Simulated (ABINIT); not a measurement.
A run of ABINIT 10.8.3 (patched build):

run.abi

```
ndtset 3

pp_dirpath "./"
pseudos "Al.upf, N.upf"

acell 3*1.0 Angstrom
rprim
     0.0000000000     2.1666408000     2.1666408000
     2.1666408000     0.0000000000     2.1666408000
     2.1666408000     2.1666408000     0.0000000000
ntypat 2
znucl 13 7
natom 2
typat 1 2
chkprim 0
chksymtnons 0
tolsym 1.0e-6
xred
            0.0            0.0            0.0
            1/4            1/4            1/4

ecut 1142.878222 eV
ecutsm 0.5

ngkpt 6 6 6
nshiftk 4
shiftk
     0.5000000000     0.5000000000     0.5000000000
     0.5000000000     0.0000000000     0.0000000000
     0.0000000000     0.5000000000     0.0000000000
     0.0000000000     0.0000000000     0.5000000000

ixc 7

nband 4
occopt 1

nstep 80
diemac 6.0

prteig 0
prtebands 0
prtwf 0
prtden 0
prtpot 0

kptopt1 1
tolvrs1 1.0e-15
prtwf1 1

iscf2 -3
rfelfd2 2
rfdir2 1 1 1
getwfk2 1
kptopt2 2
nqpt2 1
qpt2 0.0 0.0 0.0
tolwfr2 1.0e-18
prtwf2 1

rfelfd3 3
rfphon3 1
rfatpol3 1 2
rfdir3 1 1 1
getwfk3 1
getddk3 2
kptopt3 2
nqpt3 1
qpt3 0.0 0.0 0.0
tolvrs3 1.0e-8
```

File mrgddb.in:

```
merged_DDB
AlN
2
runo_DS1_DDB
runo_DS3_DDB
```

File anaddb.abi:

```
ddb_filepath "merged_DDB"
output_file "anaddb.abo"
outdata_prefix "ana"
asr 1
chneut 1
dipdip 1
dieflag 1
enunit 0
nfreq 1
frmin 0.0
frmax 0.0
eivec 1
nph1l 1
qph1l 0.0 0.0 0.0 1.0
nph2l 3
qph2l
  1.0 0.0 0.0 0.0
  0.0 1.0 0.0 0.0
  0.0 0.0 1.0 0.0
```

Potentials or basis: PseudoDojo NC SR LDA v0.4.1 standard.

The run is started by

```sh
$ abinit run.abi > log 2>&1
$ mrgddb < mrgddb.in > mrgddb.log 2>&1
$ anaddb anaddb.abi > anaddb.log 2>&1
```

Hardware: 1 thread of Intel(R) Xeon(R) Processor @ 2.70GHz, with other jobs on the host.

Q: Estimate the wall time of this run.

A: Wall time 10 min on 1 thread of Intel(R) Xeon(R) Processor @ 2.70GHz (shared host), peak memory 0.23 GiB. Counts: scf iterations 80, mpi ranks 1, k points 28, bands 4, plane waves 1810.
